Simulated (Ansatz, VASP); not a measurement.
## HfN: VASP beside Ansatz

```
Hf N
1.0
     3.13391    0.00000    0.00000
    -1.56695    2.71404    0.00000
     0.00000    0.00000    5.41677
Hf N
2 2
Direct
  0.66667 0.33333 0.75000
  0.33333 0.66667 0.25000
  0.00000 0.00000 0.00000
  0.00000 0.00000 0.50000
```

The cell comes from a database or a generator and needn't be the stable form of this composition.

Alike in both runs: task single point; functional r2SCAN; k mesh 8 × 8 × 4; occupations methfessel-paxton of order 1, width 0.05 eV; no spin polarisation.

|  | VASP | Ansatz |
| --- | --- | --- |
| version | VASP 6.6.1 | Ansatz 0.2.0 |
| potentials or method | VASP PAW PBE potentials, release 64 (Hf_pv, N) | plane waves, PAW |
| plane-wave cutoff (eV) | 520 | 530 |
| valence electrons in the cell | 30 | 62 |

```csv
,VASP,Ansatz,Ansatz less VASP
pressure (GPa),0.1,2.7,+2.59
largest component of the traceless stress (GPa),0.39,0.51,+0.123
```

The two sets of potentials don't hold the same shells in valence.

Caveats: the PAW data sets were made with another functional, which shifts forces and pressure a little (VASP). The runs have no spin-orbit coupling, so splittings on Hf are missing.
